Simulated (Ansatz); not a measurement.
# CoSi2: the cost of one run

Computed with Ansatz 0.2.0 (DFT PBEsol, scalar-relativistic, plane waves, PAW, unless a step's input says otherwise).

2 further runs of the same task are left out: 1 that didn't finish, 1 set aside as unsound or not needed.

**1. The starting structure**

The structure is cubic, space group Fm-3m (No. 225). The conventional cell has a = 5.313 Å, b = 5.313 Å, c = 5.313 Å, α = 90.00°, β = 90.00°, γ = 90.00°. Co (site symmetry m-3m) is surrounded by 8 Si at 2.30 Å. Si (site symmetry -43m) has 4 Co at 2.30 Å as nearest neighbours.

As a file:

```cif
data_structure
_symmetry_space_group_name_H-M 'Fm-3m'
_symmetry_Int_Tables_number 225
_cell_length_a 5.3125
_cell_length_b 5.3125
_cell_length_c 5.3125
_cell_angle_alpha 90.000
_cell_angle_beta 90.000
_cell_angle_gamma 90.000
_cell_volume 149.93
loop_
_atom_site_label
_atom_site_type_symbol
_atom_site_symmetry_multiplicity
_atom_site_Wyckoff_symbol
_atom_site_fract_x
_atom_site_fract_y
_atom_site_fract_z
_atom_site_occupancy
Co1 Co 4 a 0.00000 0.00000 0.00000 1
Si1 Si 8 c 0.25000 0.75000 0.75000 1
```

It is the result of an earlier relaxation at this level (volume 12.49 Å³/atom; gap on the mesh: none (metal)).

**2. Zero of energy**

Reference values: F = -6337.7259 eV; pressure -0.02 GPa; largest force 0.000 eV/Å; gap on the mesh none (metal). It was computed beforehand with the settings of the runs below.

**3. The scan: a two-dimensional strain map**

The cell is strained by p along both x and y and by q along z, with fractional coordinates fixed.

**4. Point p = -0.050, q = -0.050**

Contents of input.yaml:

```yaml
crystal:
  lattice:
    - [0.0, 2.5234412624, 2.5234412624]
    - [2.5234412624, 0.0, 2.5234412624]
    - [2.5234412624, 2.5234412624, 0.0]
  atoms:
    - { symbol: Co, position: [0.0, 0.0, 0.0] }
    - { symbol: Si, position: [0.25, 0.25, 0.25] }
    - { symbol: Si, position: [0.75, 0.75, 0.75] }
basis:
  ecutwfc: 420
kpoints:
  mp_grid: { grid: [16, 16, 16] }
hamiltonian:
  xc: pbesol
scf:
  occupations: { method: gaussian, width: 0.15 }
output:
  forces: true
  stress: true
  eigenvalues: true
```

Started as:

```bash
ansatz run input.yaml --threads 2 --pin off --max-ram 5120MiB --backend cpu --events-out ev --progress --plain --runs-dir out
```

Q: Estimate wall time and peak memory on 2 threads of Intel Xeon 6975P-C (Granite Rapids), shared host.

About 1.3 s, with a peak of 0.39 GiB.
